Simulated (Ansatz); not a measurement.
# How far is this LiH from the hull?

Level of theory: Ansatz, DFT PBE, scalar-relativistic, plane waves, PAW. All cells share a 420 eV cutoff and Γ-centred k meshes spaced at most about 0.3 Å⁻¹ (2π included). No spin polarisation.

Energies over the elements count from the elements' standard structures at the same level (H₂ as a molecule), with no fitted energy shifts.

All energies are static (0 K, no zero-point motion). With hydrogen, zero-point motion can shift formation energies by some tens of meV/atom.

The competitors are the elements and 1 reference phase of this chemical system (from databases or known types: LiH), relaxed at the same level; other known phases may be missing.

The candidate was reached from: ordered vacancies on the anion sites of cadmium iodide.

```
Li H
1.0
     2.75187    0.00000    0.00000
     0.00000    2.80817    0.00000
    -1.12367    0.00000    5.01242
Li H
2 2
Cartesian
  0.0000 0.0000 0.0000
  0.8141 1.4041 2.5062
  1.4147 0.0000 1.3140
  0.2135 0.0000 3.6985
```

Question: Is it stable, and against what?

Answer: Not the lowest form: another structure of the same formula lies lower. Its formation energy is -0.229 eV/atom. The lowest competing phase at this composition is this:

```csv
phase,space group,source,share of atoms,ΔE_f (eV/atom)
LiH,Fm-3m (No. 225),textbook type,1.0000,-0.417
```

The candidate lies 188 meV/atom above this phase. The candidate matches no cell in the subsets of the Crystallography Open Database and the Materials Project at hand. It is metastable at best. Whether it is a true minimum wasn't tested by phonons.
